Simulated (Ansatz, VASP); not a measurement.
Two plane-wave programs on HfO2

```
Hf O
1.0
     0.00000    2.46153    2.46153
     2.46153    0.00000    2.46153
     2.46153    2.46153    0.00000
Hf O
1 2
Direct
  0.00000 0.00000 0.00000
  0.25000 0.25000 0.25000
  0.75000 0.75000 0.75000
```

Alike in both runs: functional PBE; k mesh 11 × 11 × 11; occupations fermi-dirac, width 0.1 eV; no spin polarisation.

Ansatz relaxed the structure, and its values are those at the end. VASP's run is a single point on that final structure, the one shown.

|  | VASP | Ansatz |
| --- | --- | --- |
| version | VASP 6.6.1 | Ansatz 0.2.0 |
| potentials or method | VASP PAW PBE potentials, release 64 (Hf_pv, O) | PAW with Ansatz's default frozen-core files, scalar-relativistic |
| plane-wave cutoff (eV) | 520 | 420 |
| valence electrons in the cell | 22 | 38 |

```csv
,VASP,Ansatz,Ansatz less VASP
gap on the k mesh at the Fermi level (eV),4.12,4.08,-0.041
pressure (GPa),27.4,32.0,+4.62
```

The two sets of potentials don't hold the same shells in valence.

Caveats: so large a pressure means that the cell lies far from this level's equilibrium, or that cutoff or potentials fall short (VASP); spin-orbit coupling is left out, which moves the levels of the heavy elements; an odd mesh through Γ misses points on the zone boundary, where band edges often lie. As with any semilocal functional, this PBE gap is likely too small.
